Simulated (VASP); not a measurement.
# CoSi (P2_13) in VASP: notebook, part 2 of 2

VASP 6.6.1. The steps go on from the part before.

## (4) Relaxation of cell and atoms, optB86b-vdW, collinear spin, ferromagnetic start

File INCAR:

```
AGGAC = 0.0
ALGO = Normal
EDIFF = 1E-6
EDIFFG = -0.005
ENCUT = 600
GGA = MK
IBRION = 2
ISIF = 3
ISMEAR = -1
ISPIN = 2
LASPH = True
LCHARG = False
LMAXMIX = 4
LORBIT = 11
LREAL = False
LUSE_VDW = True
LWAVE = False
MAGMOM = 2 2 2 2 0 0 0 0
NELM = 100
NSW = 60
PARAM1 = 0.1234
PARAM2 = 1.0
PREC = Accurate
SIGMA = 0.05
```

File KPOINTS:

```
k-points
0
Gamma
  6 6 6
```

File POSCAR:

```
CoSi
1.0
    4.4380000000      0.0000000000      0.0000000000
    0.0000000000      4.4380000000      0.0000000000
    0.0000000000      0.0000000000      4.4380000000
Co Si
4 4
Direct
    0.8600000000      0.6400000000      0.3600000000
    0.6400000000      0.3600000000      0.8600000000
    0.3600000000      0.8600000000      0.6400000000
    0.1400000000      0.1400000000      0.1400000000
    0.1570000000      0.3430000000      0.6570000000
    0.3430000000      0.6570000000      0.1570000000
    0.6570000000      0.1570000000      0.3430000000
    0.8430000000      0.8430000000      0.8430000000
```

Started as:

```console
cat potpaw_PBE.64/Co/POTCAR potpaw_PBE.64/Si/POTCAR > POTCAR
mpirun -np 1 vasp_std > vasp.out
```

It took 18 min on 1 thread of AMD EPYC 9R45 (Zen 5), shared host; peak memory 0.57 GiB.

The run converged. Its results:

| Quantity | Value |
| --- | --- |
| Free energy | -40.7814 eV |
| Relaxed volume | 10.76 Å³/atom |
| Relaxed cell | a = 4.415 Å, b = 4.415 Å, c = 4.415 Å, α = 90.00°, β = 90.00°, γ = 90.00° |
| Space group after relaxing (to 0.05 Å) | P2_13 (No. 198) |
| Energy gained by relaxing | 4.1 meV/atom |
| Ionic steps | 16 |
| Pressure after relaxing | 0.0 GPa |
| Largest force after relaxing | 0.005 eV/Å |
| Band gap on the k mesh | none (metal or under the smearing width) |
| Net moment | 0.00 μB per cell |
| Valence electrons inside the program's atomic spheres | Co 8.66; Si 1.62 |

Forces in eV/Å, atoms in the order of the input:
```
Co   0.003 -0.003  0.003
Co  -0.003  0.003  0.003
Co   0.003  0.003 -0.003
Co  -0.003 -0.003 -0.003
Si  -0.001  0.001 -0.001
Si   0.001 -0.001 -0.001
Si  -0.001 -0.001  0.001
Si   0.001  0.001  0.001
```

The path:
```
step  energy change (eV)  largest force (eV/Å)  pressure (GPa)  volume (Å³)
   1              0.0000                0.2510           -2.60        87.41
   2             -0.0105                0.2468            2.89        85.19
   3             -0.0160                0.2503            0.85        86.00
   4             -0.0273                0.1367            0.31        86.02
   5             -0.0319                0.0676           -0.10        86.05
   6             -0.0324                0.0209            0.32        85.96
   7             -0.0324                0.0133            0.27        85.94
   8             -0.0324                0.0214           -0.34        86.17
   9             -0.0326                0.0060           -0.04        86.05
  10             -0.0326                0.0051           -0.04        86.03
  11             -0.0326                0.0042            0.12        86.00
  12             -0.0326                0.0053            0.13        86.02
  13             -0.0326                0.0054            0.11        86.03
  14             -0.0326                0.0046           -0.08        86.08
  15             -0.0326                0.0044           -0.10        86.06
  16             -0.0326                0.0048           -0.03        86.05
```

Final structure:
```yaml
crystal:
  lattice:
    - [4.41480, 0.00000, 0.00000]
    - [0.00000, 4.41480, 0.00000]
    - [0.00000, 0.00000, 4.41480]
  atoms:
    - { symbol: Co, position: [0.85464, 0.64536, 0.35464] }
    - { symbol: Co, position: [0.64536, 0.35464, 0.85464] }
    - { symbol: Co, position: [0.35464, 0.85464, 0.64536] }
    - { symbol: Co, position: [0.14536, 0.14536, 0.14536] }
    - { symbol: Si, position: [0.15703, 0.34297, 0.65703] }
    - { symbol: Si, position: [0.34297, 0.65703, 0.15703] }
    - { symbol: Si, position: [0.65703, 0.15703, 0.34297] }
    - { symbol: Si, position: [0.84297, 0.84297, 0.84297] }
```

Levels at points of the mesh, in eV from the Fermi level:
Spin up:
```tsv
k point	band 24	band 25	band 26	band 27	band 28	band 29
(0.00, 0.00, 0.00)	-0.83	-0.04	-0.04	-0.04	2.52	2.52
(0.50, 0.00, 0.00)	-0.69	-0.52	-0.52	0.99	0.99	1.49
(0.50, 0.50, 0.00)	-1.05	-0.07	-0.07	0.57	0.57	2.01
(0.50, 0.50, 0.50)	-1.27	-0.26	-0.26	-0.26	-0.26	5.45
```
Spin down:
```csv
k point,band 24,band 25,band 26,band 27,band 28,band 29
"(0.00, 0.00, 0.00)",-0.83,-0.04,-0.04,-0.04,2.52,2.52
"(0.50, 0.00, 0.00)",-0.69,-0.52,-0.52,0.99,0.99,1.49
"(0.50, 0.50, 0.00)",-1.05,-0.07,-0.07,0.57,0.57,2.01
"(0.50, 0.50, 0.50)",-1.27,-0.26,-0.26,-0.26,-0.26,5.45
```

Caveat: the starting moments collapsed, and a magnetic state may lie lower; the PAW data sets were made with another functional, which shifts forces and pressure a little.

## (5) Relaxation of cell and atoms, BEEF-vdW, collinear spin, ferromagnetic start

File INCAR:

```
SYSTEM = CoSi
PREC = Accurate
ENCUT = 600
EDIFF = 1E-7
ISMEAR = -1
SIGMA = 0.05
LREAL = .False.
LASPH = .True.
NELM = 100
ALGO = Normal
ISIF = 3
LWAVE = .False.
LCHARG = .False.
ISPIN = 2
MAGMOM = 2 2 2 2 0 0 0 0
LORBIT = 11
LMAXMIX = 4
GGA = BF
LUSE_VDW = .True.
ZAB_VDW = -1.8867
IBRION = 2
NSW = 40
EDIFFG = -0.01
```

File KPOINTS:

```
Automatic mesh
0
Gamma
  6 6 6
  0 0 0
```

POSCAR is that of step 4.

Potentials or basis: VASP PAW PBE potentials, release 64 (Co, Si).

Started as:

```console
cat potpaw_PBE.64/Co/POTCAR potpaw_PBE.64/Si/POTCAR > POTCAR
mpirun -np 1 vasp_std > vasp.out
```

OUTCAR:

```text
SYSTEM = CoSi
   PREC = Accurate
   ENCUT = 600
   EDIFF = 1E-7
   ISMEAR = -1
   LREAL = .False.
   LASPH = .True.
   NELM = 100
   ISIF = 3
   ISPIN = 2
   LORBIT = 11
   GGA = BF
   IBRION = 2
   NSW = 40
   EDIFFG = -0.01

 ion  position               nearest neighbor table
   1  0.860  0.640  0.360-   5 2.28   6 2.33   7 2.33   8 2.33   7 2.47   8 2.47   6 2.47   2 2.72
                             2 2.72   4 2.72   4 2.72   3 2.72   3 2.72
   2  0.640  0.360  0.860-   6 2.28   5 2.33   7 2.33   8 2.33   5 2.47   7 2.47   8 2.47   1 2.72
                             1 2.72   3 2.72   3 2.72   4 2.72   4 2.72
   3  0.360  0.860  0.640-   7 2.28   6 2.33   5 2.33   8 2.33   6 2.47   5 2.47   8 2.47   4 2.72
                             2 2.72   2 2.72   4 2.72   1 2.72   1 2.72
   4  0.140  0.140  0.140-   8 2.28   6 2.33   7 2.33   5 2.33   6 2.47   5 2.47   7 2.47   1 2.72
                             3 2.72   3 2.72   1 2.72   2 2.72   2 2.72
   5  0.157  0.343  0.657-   1 2.28   2 2.33   3 2.33   4 2.33   3 2.47   4 2.47   2 2.47   8 2.75
                             6 2.75   6 2.75   8 2.75   7 2.75   7 2.75
   6  0.343  0.657  0.157-   2 2.28   1 2.33   3 2.33   4 2.33   1 2.47   3 2.47   4 2.47   8 2.75
                             5 2.75   5 2.75   7 2.75   7 2.75   8 2.75
   7  0.657  0.157  0.343-   3 2.28   2 2.33   1 2.33   4 2.33   2 2.47   1 2.47   4 2.47   8 2.75
                             8 2.75   5 2.75   6 2.75   6 2.75   5 2.75
   8  0.843  0.843  0.843-   4 2.28   2 2.33   3 2.33   1 2.33   2 2.47   1 2.47   3 2.47   5 2.75
                             6 2.75   7 2.75   7 2.75   5 2.75   6 2.75

  LATTYP: Found a simple cubic cell.
 ALAT       =     4.4380000000

  Lattice vectors:

 A1 = (   4.4380000000,   0.0000000000,   0.0000000000)
 A2 = (   0.0000000000,   4.4380000000,   0.0000000000)
 A3 = (   0.0000000000,   0.0000000000,   4.4380000000)
[... 491 lines left out ...]
  free energy    TOTEN  =       -38.69430873 eV

  energy without entropy =      -38.68012036  energy(sigma->0) =      -38.68721454

 E-fermi :  11.8467     XC(G=0): -13.1241

 val. band max:       11.8018065886   @ k =   0.0000   0.0000   0.0000
 cond. band min:      11.8925709857   @ k =   0.5000   0.5000   0.3333
 fundamental gap:      0.0907643971
 Fermi energy:        11.8466808316

 spin component 1

 k-point     1 :       0.0000    0.0000    0.0000
  band No.  band energies     occupation
      1      -1.8164      1.00000
      2       3.6665      1.00000
      3       3.6665      1.00000
      4       3.6665      1.00000
      5       6.3924      1.00000
      6       6.3924      1.00000
[... 901 lines left out ...]
     34      17.5960      0.00000
     35      17.5960      0.00000
 Fermi energy:        11.8466808316

 spin component 2

 k-point     1 :       0.0000    0.0000    0.0000
  band No.  band energies     occupation
      1      -1.8164      1.00000
      2       3.6665      1.00000
      3       3.6665      1.00000
      4       3.6665      1.00000
      5       6.3924      1.00000
      6       6.3924      1.00000
[... 940 lines left out ...]
  energy  without entropy=      -38.6801203566  energy(sigma->0) =      -38.68721454

Total vdW correction in eV:      6.6464571

 reached required accuracy - stopping structural energy minimisation

 total charge

# of ion       s       p       d       tot
------------------------------------------
    1        0.431   0.610   7.572   8.613
    2        0.431   0.610   7.572   8.613
    3        0.431   0.610   7.572   8.613
    4        0.431   0.610   7.572   8.613
    5        0.726   0.886   0.000   1.612
    6        0.726   0.886   0.000   1.612
    7        0.726   0.886   0.000   1.612
    8        0.726   0.886   0.000   1.612
--------------------------------------------------
tot          4.627   5.985  30.288  40.899

 magnetization (x)

# of ion       s       p       d       tot
------------------------------------------
    1       -0.000  -0.000  -0.000  -0.000
    2       -0.000  -0.000  -0.000  -0.000
    3       -0.000  -0.000  -0.000  -0.000
    4       -0.000  -0.000  -0.000  -0.000
    5        0.000   0.000   0.000   0.000
    6        0.000   0.000   0.000   0.000
    7        0.000   0.000   0.000   0.000
    8        0.000   0.000   0.000   0.000
--------------------------------------------------
tot          0.000   0.000  -0.000  -0.000
```

OSZICAR:

```text
N       E                     dE             d eps       ncg     rms          rms(c)
DAV:   1     0.386655676405E+03    0.38666E+03   -0.24429E+04  3360   0.190E+03
[... 73 lines left out ...]
DAV:   3    -0.386943275425E+02    0.22386E-02   -0.83098E-03  4152   0.127E+00    0.559E-02
DAV:   4    -0.386943170143E+02    0.10528E-04   -0.33453E-04  3501   0.104E-01    0.228E-02
DAV:   5    -0.386943089958E+02    0.80184E-05   -0.18187E-05  4964   0.460E-02    0.116E-02
DAV:   6    -0.386943087357E+02    0.26012E-06   -0.21940E-06  4924   0.111E-02    0.456E-03
DAV:   7    -0.386943088880E+02   -0.15231E-06   -0.34311E-07  3087   0.529E-03    0.713E-04
DAV:   8    -0.386943087561E+02    0.13191E-06   -0.11147E-07  1907   0.394E-03    0.494E-04
DAV:   9    -0.386943087253E+02    0.30804E-07   -0.12919E-08  1764   0.102E-03
   7 F= -.38694309E+02 E0= -.38687215E+02  d E =-.194152E-03  mag=     0.0000
```

CONTCAR:

```text
CoSi
   1.00000000000000
     4.4299839047960718    0.0000000000000000    0.0000000000000000
     0.0000000000000000    4.4299839047960718    0.0000000000000000
    -0.0000000000000000    0.0000000000000000    4.4299839047960718
  Co              Si
     4     4
Direct
     0.8546639784606883    0.6453360215393117    0.3546639784606882
     0.6453360215393117    0.3546639784606882    0.8546639784606883
     0.3546639784606882    0.8546639784606883    0.6453360215393117
     0.1453360215393118    0.1453360215393118    0.1453360215393118
     0.1564879956186156    0.3435120043813844    0.6564879956186156
     0.3435120043813844    0.6564879956186156    0.1564879956186156
     0.6564879956186156    0.1564879956186156    0.3435120043813844
     0.8435120043813844    0.8435120043813844    0.8435120043813844

  0.00000000E+00  0.00000000E+00  0.00000000E+00
  0.00000000E+00  0.00000000E+00  0.00000000E+00
  0.00000000E+00  0.00000000E+00  0.00000000E+00
  0.00000000E+00  0.00000000E+00  0.00000000E+00
  0.00000000E+00  0.00000000E+00  0.00000000E+00
  0.00000000E+00  0.00000000E+00  0.00000000E+00
  0.00000000E+00  0.00000000E+00  0.00000000E+00
  0.00000000E+00  0.00000000E+00  0.00000000E+00
```

It took 11 min on 1 thread of AMD EPYC 9R45 (Zen 5), shared host; peak memory 0.57 GiB.

What came out:

```
Free energy                                           : -38.6943 eV
Relaxed volume                                        : 10.87 Å³/atom
Relaxed cell                                          : a = 4.430 Å, b = 4.430 Å, c = 4.430 Å, α = 90.00°, β = 90.00°, γ = 90.00°
Space group after relaxing (to 0.05 Å)                : P2_13 (No. 198)
Energy gained by relaxing                             : 3.2 meV/atom
Ionic steps                                           : 7
Pressure after relaxing                               : 0.1 GPa
Largest force after relaxing                          : 0.004 eV/Å
Band gap on the k mesh                                : none (metal or under the smearing width)
Net moment                                            : 0.00 μB per cell
Valence electrons inside the program's atomic spheres : Co 8.61; Si 1.61
```

Forces in eV/Å, atoms in the order of the input:
```
Co   0.000  0.000  0.000
Co   0.000  0.000  0.000
Co   0.000  0.000  0.000
Co   0.000  0.000  0.000
Si   0.002 -0.002  0.002
Si  -0.002  0.002  0.002
Si   0.002  0.002 -0.002
Si  -0.002 -0.002 -0.002
```

The path:
| step | energy change (eV) | largest force (eV/Å) | pressure (GPa) | volume (Å³) |
| --- | --- | --- | --- | --- |
| 1 | 0.0000 | 0.3040 | -0.23 | 87.41 |
| 2 | -0.0149 | 0.1971 | -0.11 | 87.21 |
| 3 | -0.0249 | 0.0635 | 0.29 | 86.86 |
| 4 | -0.0249 | 0.0619 | 0.31 | 86.88 |
| 5 | -0.0251 | 0.0133 | -0.60 | 87.21 |
| 6 | -0.0254 | 0.0302 | -0.18 | 87.05 |
| 7 | -0.0256 | 0.0039 | 0.09 | 86.94 |

Final structure:
```xyz
8
Lattice="4.4300 0.0000 0.0000 0.0000 4.4300 0.0000 0.0000 0.0000 4.4300" Properties=species:S:1:pos:R:3 pbc="T T T"
Co    3.7861    2.8588    1.5712
Co    2.8588    1.5712    3.7861
Co    1.5712    3.7861    2.8588
Co    0.6438    0.6438    0.6438
Si    0.6932    1.5218    2.9082
Si    1.5218    2.9082    0.6932
Si    2.9082    0.6932    1.5218
Si    3.7367    3.7367    3.7367
```

Caveat: the starting moments collapsed, and a magnetic state may lie lower; the PAW data sets were made with another functional, which shifts forces and pressure a little.
